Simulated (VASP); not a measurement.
Method: PW91 GGA, VASP's PBE PAW potentials (set 64) (plane waves; VASP 6.6.1).

The input files of a VASP run:

**POSCAR**
```
CsI
1
    4.6627402431     0.0000000000     0.0000000000
    0.0000000000     4.6627402431     0.0000000000
    0.0000000000     0.0000000000     4.6627402431
Cs I
1 1
Direct
  0.0000000000   0.0000000000   0.0000000000
  0.5000000000   0.5000000000   0.5000000000
```

KPOINTS:
```
k-points along high-symmetry lines
15
Line-mode
Reciprocal
  0.000000   0.000000   0.000000 ! GAMMA
  0.000000   0.500000   0.000000 ! X

  0.000000   0.500000   0.000000 ! X
  0.500000   0.500000   0.000000 ! M

  0.500000   0.500000   0.000000 ! M
  0.000000   0.000000   0.000000 ! GAMMA

  0.000000   0.000000   0.000000 ! GAMMA
  0.500000   0.500000   0.500000 ! R

  0.500000   0.500000   0.500000 ! R
  0.000000   0.500000   0.000000 ! X

  0.500000   0.500000   0.500000 ! R
  0.500000   0.500000   0.000000 ! M
```

INCAR:
```
ALGO  =  Normal
EDIFF  =  1E-7
ENCUT  =  520
GGA  =  91
ICHARG  =  11
ISMEAR  =  0
LASPH  =  .TRUE.
LCHARG  =  .FALSE.
LMAXMIX  =  4
LORBIT  =  11
LREAL  =  .FALSE.
LWAVE  =  .FALSE.
NELM  =  100
PREC  =  Accurate
SIGMA  =  0.05
SYSTEM  =  CsI
```

POTCAR, in this order: Cs_sv I (PBE.64 set). Program: vasp_std. Read from the step before: CHGCAR.

Output

File OSZICAR:
```
       N       E                     dE             d eps       ncg     rms          rms(c)
DAV:   1     0.924522076927E+02    0.92452E+02   -0.62698E+03  2160   0.110E+03
DAV:   2     0.247958956649E+01   -0.89973E+02   -0.84437E+02  3144   0.165E+02
DAV:   3    -0.535185474915E+01   -0.78314E+01   -0.77969E+01  2696   0.555E+01
DAV:   4    -0.547233419384E+01   -0.12048E+00   -0.12044E+00  2592   0.840E+00
DAV:   5    -0.547400119462E+01   -0.16670E-02   -0.16669E-02  2644   0.102E+00
DAV:   6    -0.547405322849E+01   -0.52034E-04   -0.52033E-04  2892   0.160E-01
DAV:   7    -0.547405414196E+01   -0.91347E-06   -0.91348E-06  2664   0.189E-02
DAV:   8    -0.547405417885E+01   -0.36887E-07   -0.36890E-07  2344   0.331E-03
   1 F= -.54740542E+01 E0= -.54740542E+01  d E =-.395438E-17
```

OUTCAR:
```
 val. band max:        0.4134165316   @ k =   0.5000   0.5000   0.0000

 cond. band min:       4.1110030939   @ k =   0.0000   0.0000   0.0000



 k-point     1 :       0.0000    0.0000    0.0000
  band No.  band energies     occupation
      1     -20.0020      2.00000
      2     -10.1262      2.00000
      3      -6.7594      2.00000
      4      -6.7594      2.00000
      5      -6.7594      2.00000
      6       0.3179      2.00000
      7       0.3179      2.00000
      8       0.3179      2.00000
      9       4.1110      0.00000
     10       4.6801      0.00000
     11       4.6801      0.00000
     12       8.0193      0.00000

 k-point     2 :       0.0000    0.0357    0.0000
  band No.  band energies     occupation
      1     -20.0017      2.00000
      2     -10.1262      2.00000
      3      -6.7613      2.00000
      4      -6.7588      2.00000
      5      -6.7588      2.00000
      6       0.2942      2.00000
      7       0.3165      2.00000
      8       0.3165      2.00000
      9       4.1410      0.00000
     10       4.6874      0.00000
     11       4.7059      0.00000
     12       8.0158      0.00000

 k-point     3 :       0.0000    0.0714    0.0000
  band No.  band energies     occupation
      1     -20.0011      2.00000
      2     -10.1261      2.00000
      3      -6.7668      2.00000
      4      -6.7570      2.00000
      5      -6.7570      2.00000
      6       0.2262      2.00000
      7       0.3124      2.00000
      8       0.3124      2.00000
      9       4.2274      0.00000
     10       4.7094      0.00000
     11       4.7827      0.00000
     12       8.0035      0.00000

 k-point     4 :       0.0000    0.1071    0.0000
  band No.  band energies     occupation
      1     -19.9999      2.00000
      2     -10.1261      2.00000
      3      -6.7754      2.00000
      4      -6.7541      2.00000
      5      -6.7541      2.00000
      6       0.1222      2.00000
      7       0.3057      2.00000
...
```

The density is held fixed in this step, so its total energy and stress have no physical meaning. Unless said otherwise, spin-orbit coupling is left out, though it shifts the bands of the heavy elements here.

The compound is CsI in the CsCl type structure. It was relaxed first, which changed the volume by +6 %.
